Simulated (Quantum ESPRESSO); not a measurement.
# Gap and mid-gap decay constant of zinc blende ZnSe along [001] under biaxial (001) strain, PBE

Choosing a substrate for a thin ZnSe tunnel barrier also fixes the in-plane lattice of the barrier, and with it the leakage at a given thickness. We therefore need to know how far the gap and the decay constant κ move when ZnSe is stretched or compressed in the (001) plane. Both are computed with PBE for the bulk crystal, with the axis free to relax, and strain is counted from the relaxed cubic crystal. The decay constant is that of the slowest evanescent state along [001] at mid-gap, so that the transmitted current falls roughly as exp(−2κd) with barrier thickness d. Line-up with the electrodes and symmetry matching at the interfaces are outside a bulk calculation.

## Computational details

The cubic cell of zinc blende ZnSe was relaxed first in a tetragonal setting (in-plane edges 4.051 angstrom, axis 5.726 angstrom, cubic to within 0.1 %); each member is held at its biaxial strain in the (001) plane while the axis and the atoms relax within their symmetry. The relaxations, to forces under 0.001 Ry/bohr and stress on the free cell edges under 0.2 to 0.3 kbar, used 50 Ry for waves and meshes of 6 divisions. Program: Quantum ESPRESSO 7.5, plane waves, PBE, GBRV ultrasoft pseudopotentials, cutoffs 40 Ry for waves and 200 Ry for the density, fixed occupations, scalar-relativistic, no spin polarisation, no spin-orbit coupling; k meshes of 6 divisions in the plane and 6 along the axis. Complex bands along [001] come from pwcond with energy window 4 Ry, basis threshold 1e-05 and 7 subslabs a slab at the in-plane wavevectors (0, 0), (1/2, 0), (1/2, 1/2) of the zone of the tetragonal cell with in-plane edges near a/sqrt(2), on 46 energies in steps of 0.1 eV. The gap is that of the self-consistent k mesh. These runs of the same lines are left out: ZnSe, zinc blende or diamond type (x -3), failed a check named in the notes; ZnSe, zinc blende or diamond type (x -2), failed a check named in the notes. The same in all rows: in-plane wavevector of the slowest state at mid-gap: zone centre.

- biaxial strain (%): biaxial strain, change of both in-plane edges against the relaxed cubic crystal.
- axial strain (%): strain of the relaxed axis along [001] against the relaxed cubic crystal.
- decay constant (1/Å): decay constant kappa = Im kz of the slowest evanescent state along [001], interpolated to mid-gap, least over the listed wavevectors.
- gap (eV): Kohn-Sham gap on the k mesh.
- Franz mass (m_e): tunnelling mass of the two-band Franz relation, m = 4 (hbar^2/2m_e) kappa^2 / gap with hbar^2/2m_e = 3.80998 eV angstrom^2.

## Computed values

```
member  biaxial strain (%)  axial strain (%)  decay constant (1/Å)  gap (eV)  Franz mass (m_e)
−4 %    −4                  4.36              0.0976                1.160     0.1251
−1 %    −1                  1.07              0.0872                1.166     0.0993
0 %     0                   0.00              0.0830                1.156     0.0909
+1 %    1                   −1.15             0.0786                1.073     0.0878
+2 %    2                   −2.29             ?                     ?         ?
+3 %    3                   −3.42             0.0690                0.916     0.0792
+4 %    4                   −4.58             0.0648                0.842     0.0760
```

Cells marked ? are withheld until the estimate has been made.

Least-squares fits to the members shown, with x = biaxial strain (%); R² in the fitted variables, residuals in the unit of y:

```
y                     members  fit                                       R²    rms residual  leave-one-out rms  standard deviation of y
decay constant (1/Å)  6        y = 0.08294 − 0.004151 x − 1.165×10⁻⁴ x²  1.00  2.5×10⁻⁴      0.0011             0.012
gap (eV)              6        y = 1.135 − 0.04158 x − 0.008714 x²       0.99  0.013         0.037              0.14
```

## Mechanism

The decay constant falls at every step from compression to tension, from 0.0976 to 0.0648 1/Å, a mean slope of (0.0648 − 0.0976) / 8 = −0.0041 1/Å per percent. For a barrier 20 Å thick, going from 0 to +4 % changes the exponent by 2 × 20 × (0.0830 − 0.0648) = 0.73, which about doubles the transmission.

The gap behaves differently. It drops by 1.156 − 0.842 = 0.314 eV between 0 and +4 %, yet at −4 % it is within 0.004 eV of its unstrained value, while κ there is higher by a factor 0.0976 / 0.0830 = 1.18. On the compressive side the gap is thus no guide to the decay.

Deformation-potential theory offers an explanation of both patterns, though the table does not show the orbital character of the band edges. In-plane tension increases the volume, by a factor (1 + 4 / 100)² × (1 − 4.58 / 100) = 1.032 at +4 %, and longer bonds bring the s-like conduction edge closer to the p-like valence edge. The tetragonal distortion also splits the valence top. Under tension the p state pointing along [001] moves to the top, and both effects narrow the gap. Under compression the in-plane p states are on top, and their rise offsets the widening due to the smaller volume.

By symmetry, the s-like conduction edge couples along [001] to the p state pointing that way, so the slowest evanescent state at the zone centre should join these two, whichever valence state is uppermost. The separation of that pair is expected to keep growing under compression, which would explain why κ keeps rising. The Franz mass of 0.1251 m_e at −4 % is inflated for the same reason, because it is formed with the smaller gap to the in-plane states.

PBE makes the gap, and hence κ, too small against experiment. The direction of the strain effect is safer to use than the absolute leakage. Spin-orbit coupling, which is left out here, mixes the in-plane p states with the one along [001] and would make the change of valence edge near zero strain less clear-cut.

## Prediction

Plain estimates from the members shown:

- +2 %, fit at x = 2: 0.0742 1/Å
- +2 %, straight-line interpolation between +1 % and +3 %: w = (2 − 1) / (3 − 1) = 0.500, so 0.0786 + 0.500 × (0.0690 − 0.0786) = 0.0738 1/Å

For +2 % we take the straight line between +1 % and +3 %. Both neighbours are under tension, where the same p state forms the valence edge, and the axial strain changes almost evenly between them. The quadratic fit also has to serve the compressed members, and at +3 % it gives 0.0694 1/Å against the tabled 0.0690, so its higher value at +2 % carries less weight.

The line gives (0.0786 + 0.0690) / 2 = 0.0738 1/Å. Curvature calls for no visible shift: the wider pair, 0 and +4 %, has the mean (0.0830 + 0.0648) / 2 = 0.0739, and the cubic through all four points moves the estimate by only a third of the difference, (0.0738 − 0.0739) / 3 = −0.00003.

The same route can be tried on the two neighbours. From 0 and +3 %, the value at +1 % comes out as 0.0830 − (0.0830 − 0.0690) / 3 = 0.0783, against 0.0786 in the table. From +1 % and +4 %, the value at +3 % comes out as 0.0786 − 2 × 0.0138 / 3 = 0.0694, against 0.0690. These misses of 0.0003 and 0.0004 are of the size expected from decay constants kept to three decimals on the energy grid. We take 0.0004 1/Å as one standard deviation.

**Committed estimate, +2 %: decay constant = 0.0738 ± 0.0004 1/Å.**

## Check

```
member  biaxial strain (%)  axial strain (%)  decay constant (1/Å)  gap (eV)  Franz mass (m_e)
+2 %    2                   −2.29             0.0740                0.993     0.0840
```

```
member  estimate       decay constant (1/Å)  computed  estimate − computed  miss in error bars
+2 %    committed      0.0738                0.0740    −0.0002              0.5
+2 %    fit            0.0742                0.0740    +0.0002
+2 %    interpolation  0.0738                0.0740    −0.0002
```

The estimate of 0.0738 1/Å is 0.0002 below the computed 0.0740, half an error bar. It was the straight-line interpolation unchanged, and the quadratic fit missed by the same amount on the other side. Our preference for the line over the fit therefore gained nothing. What did hold was the expectation of a smooth fall between two neighbours with the same valence edge.

The new row also supports the two-band picture under tension. If the coupling between the conduction edge and the p state along [001] stays fixed, κ at mid-gap is proportional to the gap. From +1 to +2 % the gap changes by a factor 0.993 / 1.073 = 0.925 and κ by 0.0740 / 0.0786 = 0.941. The narrowing gap is thus more than enough to account for the fall in κ, which is somewhat slower than strict proportionality would give.

## Members off the line

Least-squares fits to the whole series, with x = biaxial strain (%); R² in the fitted variables, residuals in the unit of y:

```
y                     members  fit                                       R²    rms residual  leave-one-out rms  standard deviation of y
decay constant (1/Å)  7        y = 0.08291 − 0.004156 x − 1.148×10⁻⁴ x²  1.00  2.4×10⁻⁴      9.8×10⁻⁴           0.011
gap (eV)              7        y = 1.131 − 0.04231 x − 0.008486 x²       0.99  0.014         0.046              0.13
```

Largest departures from the fit to the whole series:

```
member  decay constant (1/Å)  fit     computed − fit  in rms residuals
+3 %    0.0690                0.0694  −0.0004         1.7
+4 %    0.0648                0.0644  +0.0004         1.5
−1 %    0.0872                0.0870  +0.0002         1.1
+2 %    0.0740                0.0741  −0.0001         0.6
```

No decay constant stands out. The largest departures, −0.0004 1/Å at +3 % and +0.0004 at +4 %, have opposite signs on neighbouring members and are no larger than the rounding of κ on the energy grid can produce, while the gap passes smoothly through both.

The gap has a more telling departure, at zero strain. The table lies above the fit there by 1.156 − 1.131 = 0.025 eV, against an rms residual of 0.014 eV. The likely reason is the change of valence edge: the gap falls by only 0.010 eV from −1 to 0 %, but by 0.083 eV from 0 to +1 %. A parabola rounds off such a bend and passes below its corner, which agrees with the sign.

## Closing remarks

Across the members from −4 to +4 %, tension lowers κ and compression raises it, by about 0.004 1/Å per percent. Between neighbouring tensile members, linear interpolation should be good to about 0.0004 1/Å. The gap can stand in for κ under tension but not under compression.

For design, a barrier at +2 % must be thicker by a factor 0.0830 / 0.0740 = 1.12 to keep the exponent of the unstrained one: 20 × 0.0830 / 0.0740 = 22.4 Å in place of 20 Å.

The main caution for absolute values is that PBE makes the gap too small. As an illustration, at fixed band coupling a gap wider by 1 eV would raise the unstrained κ by about 0.0830 × 1 / 1.156 = 0.07 1/Å, about twice the spread of the table. Absolute leakage computed from these κ would therefore be far too high.

[Logs are printed without paths, hosts, clocks, repeated set-up lines and the standing remarks that a program may print on its own settings, such as how far it seeks lower states.]

[On method and selection: Bulk complex bands leave out the interface: band line-up, symmetry matching to an electrode and image charges. The decay constants on the energy grid were kept to three decimals in 1/angstrom; interpolated values carry no more. Runs in which pwcond's reduced basis gave spurious channels inside the gap were left out. Polar or tilting distortions that break the kept symmetry are left out. Runs that failed checks of pwcond against itself, whose gap is too narrow for the energy step, or whose stored transmission had to be rebuilt from the program's table, are left out. Runs that did not converge, have known faults or may not be shown are not listed, and runs on Ansatz's PAW sets soft_1 and soft_2 are kept to separate tables. Tables of this kind whose fit explains under a quarter of the variance weren't written up, so the strength of the trend here is selected. Systems with elements from V to Ni or with open 4f shells were left out wherever spin was off.]
